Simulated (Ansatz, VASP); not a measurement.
# BaHfO3: VASP beside Ansatz

The input INCAR:

```
ALGO     = Normal         # electronic algorithm
EDIFF    = 1E-6           # SCF threshold, eV
ENCUT    = 520            # plane-wave cutoff, eV
GGA      = PE             # functional
ISIF     = 2              # what is computed and relaxed
ISMEAR   = -1             # smearing method
LASPH    = T              # aspherical terms in the spheres
LCHARG   = T              # write CHGCAR
LELF     = T              # ELF
LREAL    = F              # projectors in reciprocal space
LVHAR    = T            
LWAVE    = F              # write WAVECAR
NBANDS   = 27             # bands
NELM     = 80             # most SCF steps
PREC     = Accurate       # precision mode
SIGMA    = 0.02           # smearing width, eV
```

The input KPOINTS:

```
k-points
0
Gamma
  6 6 6
```

Contents of POSCAR:

```
BaHfO3
1.0
    3.9748824674      0.0000000000      0.0000000000
    0.0000000000      4.1770502662      0.0000000000
    0.0000000000      0.0000000000      4.1770502662
Ba Hf O
1 1 3
Direct
    0.5000000000      0.5000000000      0.9980043580
    0.0000000000      0.0000000000      0.4980043580
    0.0000000000      0.5000000000      0.4980043580
    0.5000000000      0.0000000000      0.4980043580
    0.0000000000      0.0000000000      0.9980043580
```

Input for Ansatz:

```yaml
crystal:
  lattice:
    - [3.9748824674, 0.0, 0.0]
    - [0.0, 4.1770502662, 0.0]
    - [0.0, 0.0, 4.1770502662]
  atoms:
    - { symbol: Ba, position: [0.5, 0.5, 0.998004358] }
    - { symbol: Hf, position: [0.0, 0.0, 0.498004358] }
    - { symbol: O, position: [0.0, 0.5, 0.498004358] }
    - { symbol: O, position: [0.5, 0.0, 0.498004358] }
    - { symbol: O, position: [0.0, 0.0, 0.998004358] }
kpoints:
  mp_grid: { grid: [6, 6, 6] }
  band_path:
    path:
      - [0.0, 0.0, 0.0]
      - [0.0, 0.5000001203, 0.0]
      - [0.5000001203, 0.5000001203, 0.0]
      - [0.5000001203, 0.5000001203, 0.4999997595]
    npoints: 1
hamiltonian:
  xc: pbe
scf:
  occupations: { method: fermi_dirac, width: 0.02 }
  n_extra_bands: 5
output:
  forces: true
  stress: true
  eigenvalues: true
  write_density: true
  write_potential: true
  elf: true
  volumetric_format: npy
```

Change from the starting cell: uniaxial_x strain -4.8%.

Alike in both runs: task single point; functional PBE; k mesh 6 × 6 × 6; occupations fermi-dirac, width 0.02 eV; no spin polarisation.

|  | VASP | Ansatz |
| --- | --- | --- |
| version | VASP 6.6.1 | Ansatz 0.2.0 |
| potentials or method | VASP PAW PBE potentials, release 64 (Ba_sv, Hf_pv, O) | plane waves, PAW |
| plane-wave cutoff (eV) | 520 | 420 |
| valence electrons in the cell | 38 | 54 |

```tsv
	VASP	Ansatz	Ansatz less VASP
gap on the k mesh at the Fermi level (eV)	3.44	3.47	+0.033
pressure (GPa)	13.2	13.6	+0.41
largest component of the traceless stress (GPa)	11.02	11.02	-0.002
```

The two sets of potentials don't hold the same shells in valence.

Caveats: spin-orbit coupling is left out, which moves the levels of the heavy elements. A k mesh can miss the band edges.
